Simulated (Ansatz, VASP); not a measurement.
**Ga2N: VASP beside Ansatz**

```
Ga N
1.0
     0.00000    2.88627    2.88627
     2.88627    0.00000    2.88627
     2.88627    2.88627    0.00000
Ga N
2 1
Direct
  0.50000 0.50000 0.50000
  0.75000 0.75000 0.75000
  0.00000 0.00000 0.00000
```

Alike in both runs: task single point; functional PBE; k mesh 6 × 6 × 6; occupations gaussian, width 0.1 eV; collinear spin.

|  | VASP | Ansatz |
| --- | --- | --- |
| version | VASP 6.6.1 | Ansatz 0.2.0 |
| potentials or method | VASP PAW PBE potentials, release 64 (Ga_d, N) | scalar-relativistic, plane waves, PAW |
| plane-wave cutoff (eV) | 520 | 420 |
| valence electrons in the cell | 31 | 31 |

```tsv
	VASP	Ansatz	Ansatz less VASP
gap on the k mesh at the Fermi level (eV)	none	none	-
pressure (GPa)	-0.5	-0.7	-0.18
net moment per atom (μB)	0.00	0.00	0.000
```

A gap of «none» marks a metal or a gap that the smearing closes. Ansatz warned: «seeded_moment_not_kept».
